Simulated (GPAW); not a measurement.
## C in GPAW: convergence with plane-wave cutoff (eV)

C:

```xyz
2
Lattice="0.0000 1.7834 1.7834 1.7834 0.0000 1.7834 1.7834 1.7834 0.0000" Properties=species:S:1:pos:R:3 pbc="T T T"
C     2.6751    2.6751    2.6751
C     1.7834    1.7834    1.7834
```

This isn't the form of C at room conditions, which is graphite.

| Item | Value |
| --- | --- |
| Program | GPAW 26.7.0 |
| Task | convergence study |
| Functional | PBE |
| Potentials or basis | GPAW PAW data sets (gpaw-data 1.2.1) |
| Cutoff | 300 eV |
| Basis | pw |
| k mesh | 13 × 13 × 13 |
| Occupations | fermi-dirac, width 0.05 eV |
| Spin | no spin polarisation |

These are the settings of the first run; the series varies plane-wave cutoff (eV), with any setting tied to it.

Hardware: 1 thread of Intel(R) Xeon(R) Platinum 8488C (Sapphire Rapids) (shared host).

Problem. The values tried are 300, 350, 400, 500, 600, 700, 800, 1000, 1200, loosest first. From which on does the gap on the mesh stay within 0.01 eV of the tightest run that finished?

Solution. From 500 on.

| plane-wave cutoff (eV) | energy less the tightest run, at zero smearing (meV/atom) | pressure (GPa) | gap on the mesh (eV) | SCF cycles | CPU time (s) | peak memory (GiB) |
| --- | --- | --- | --- | --- | --- | --- |
| 300 | 570.92 | -50.71 | 4.006 | 8 | 5.1 | 0.12 |
| 350 | 261.90 | -28.55 | 4.121 | 8 | 5.7 | 0.12 |
| 400 | 117.27 | -13.96 | 4.075 | 9 | 6.3 | 0.12 |
| 500 | 25.53 | 0.50 | 4.142 | 8 | 6.9 | 0.13 |
| 600 | 19.91 | 2.15 | 4.145 | 8 | 9.5 | 0.13 |
| 700 | 17.21 | 1.68 | 4.145 | 8 | 8.6 | 0.14 |
| 800 | 12.07 | 1.42 | 4.143 | 8 | 12 | 0.14 |
| 1000 | 2.87 | 1.69 | 4.146 | 8 | 12 | 0.15 |
| 1200 | 0.00 | 1.99 | 4.146 | 8 | 18 | 0.16 |

Not settled before the last step: the energy (to 1 meV/atom), the pressure (to 0.1 GPa). The tightest run that finished is the yardstick and may itself not be fully converged.

Caveat, for the tightest run too: an odd mesh through Γ misses points on the zone boundary, where band edges often lie.
